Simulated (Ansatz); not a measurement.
Frozen normal mode in TiO₂

These are results of DFT r2SCAN, scalar-relativistic, plane waves, PAW in Ansatz 0.2.0, not measurements. The runs took a 500 eV cutoff, a Γ-centred 6×6×4 mesh and Gaussian smearing (0.05 eV). No spin polarisation. Energies are free energies at this smearing, counted from the undisturbed cell; pressure is positive in compression.

The starting cell (relaxed at this level; this form isn't the usual structure):

```
Ti O
1.0
     5.56199    0.00000    0.00000
    -2.78099    4.81682    0.00000
     0.00000    0.00000    6.06023
Ti O
3 6
Direct
  0.46617 0.00000 0.33333
  0.00000 0.46617 0.66667
  0.53383 0.53383 0.00000
  0.41894 0.27174 0.21360
  0.72826 0.14720 0.54693
  0.85280 0.58106 0.88027
  0.27174 0.41894 0.78640
  0.14720 0.72826 0.45307
  0.58106 0.85280 0.11973
```

A zone-centre mode of this cell is frozen in: each atom moves by x times its row below, so x is the largest displacement.
```
atom ux uy uz
 Ti1   0.046   0.000   0.000
 Ti2  -0.023   0.040   0.000
 Ti3  -0.023  -0.040   0.000
  O4  -0.922  -0.261   0.286
  O5   0.687  -0.668   0.286
  O6   0.235   0.929   0.286
  O7   0.235  -0.929  -0.286
  O8  -0.922   0.261  -0.286
  O9   0.687   0.668  -0.286
```

Question: Over the sampled range (-0.2000 to 0.2000), is the undisturbed cell the lowest point?

Answer: Yes, every other sampled point lies higher. The harmonic wavenumber of this mode is 373 cm⁻¹ (no LO–TO term).

Question: Does the gap on the k-mesh survive along the scan?

Answer: It is 4.05 eV in the undisturbed cell and stays between 3.81 and 4.09 eV.

The scan:

```csv
x (Å),ΔE (meV/cell)
-0.2000,889.6
-0.1500,515.8
-0.1000,236.2
-0.0500,61.0
0.0000,0.0
0.0500,62.0
0.1000,254.6
0.1500,583.8
0.1750,801.1
0.2000,1054.1
```